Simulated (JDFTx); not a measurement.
Ti:

```xyz
1
Lattice="-1.6410 1.6410 1.6410 1.6410 -1.6410 1.6410 1.6410 1.6410 -1.6410" Properties=species:S:1:pos:R:3 pbc="T T T"
Ti    0.0000    0.0000    0.0000
```

This isn't the form of Ti at room conditions, which is hcp.

| Item | Value |
| --- | --- |
| Program | JDFTx 1.7.0 (patched build) |
| Task | relaxation of cell and atoms |
| Functional | PBE |
| Dispersion | D3(BJ) |
| Potentials or basis | PseudoDojo-SR-PBE-0.5-standard with smoothed tails |
| Cutoff | 1143 eV |
| Density cutoff | 4572 eV |
| k mesh | 11 × 11 × 11 |
| Occupations | fermi-dirac, width 0.05 eV |
| Spin | no spin polarisation |

At the start: pressure -8.1 GPa; volume 17.68 Å³/atom.

Problem. Where does the relaxation end?

Solution. Over 5 steps the energy falls by 36.8 meV/atom and the volume is 16.30 Å³/atom (-7.8 %); space group Im-3m (No. 229, to 0.05 Å).

Step by step:
```
step  energy change (eV)  largest force (eV/Å)  pressure (GPa)  volume (Å³)
   1              0.0000                0.0000           -8.05        17.68
   2             -0.0100                0.0000           -6.98        17.46
   3             -0.0368                0.0000            0.12        16.28
   4             -0.0368                0.0000            0.00        16.30
   5             -0.0368                0.0000            0.00        16.30
```

Final structure:
```
CELL_PARAMETERS angstrom
-1.59719 1.59719 1.59719
1.59719 -1.59719 1.59719
1.59719 1.59719 -1.59719
ATOMIC_POSITIONS crystal
Ti 0.00000 0.00000 0.00000
```

Caveat: the plane waves are those of the starting cell, so after so large a change of volume the result is rough; pairwise dispersion overbinds metals, which lowers pressure and volume.
